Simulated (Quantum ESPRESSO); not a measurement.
Al:

```
CELL_PARAMETERS angstrom
0.00000 2.02481 2.02481
2.02481 0.00000 2.02481
2.02481 2.02481 0.00000
ATOMIC_POSITIONS crystal
Al 0.00000 0.00000 0.00000
```

```yaml
Program: Quantum ESPRESSO 7.5
Task: energy-loss spectrum
Functional: PBE
Potentials_or_basis: PseudoDojo 0.5 SR PBE standard
Cutoff: 544 eV
Density_cutoff: 2177 eV
k_mesh: 12 × 12 × 12, shifted
Occupations: methfessel-paxton, width 0.2 eV
Spin: no spin polarisation
Iterations: 400
Mixing_beta: 0.5
Most_SCF_iterations: 120
SCF_threshold: 2e-10 Ry
```

Loss function by the Lanczos method: RPA with local fields, q = (0.000, 0.000, 0.400) Å⁻¹, 400 iterations, broadening 0.41 eV, up to 40 eV.

Problem. Where does the loss function peak?

Solution. The main peak lies at 15.8 eV with height 11.65.

Energy-loss function at q = [0.0, 0.0, 0.4] (Å⁻¹, cartesian):
```tsv
energy (eV)	loss
0.0	0.000
1.8	0.014
3.4	0.043
5.2	0.048
7.0	0.053
8.6	0.075
10.4	0.138
12.2	0.331
13.8	1.100
15.6	11.252
17.4	1.434
19.0	0.425
20.8	0.189
22.4	0.110
24.2	0.069
26.0	0.050
27.6	0.043
29.4	0.035
31.2	0.024
32.8	0.019
34.6	0.019
36.4	0.020
38.0	0.018
39.8	0.015
```

Spectra converge slowly with the k mesh, and this one (12 × 12 × 12) leaves small humps uncertain. From two thirds of the Lanczos chain to all of it the curve moves by up to 2 % of its peak.
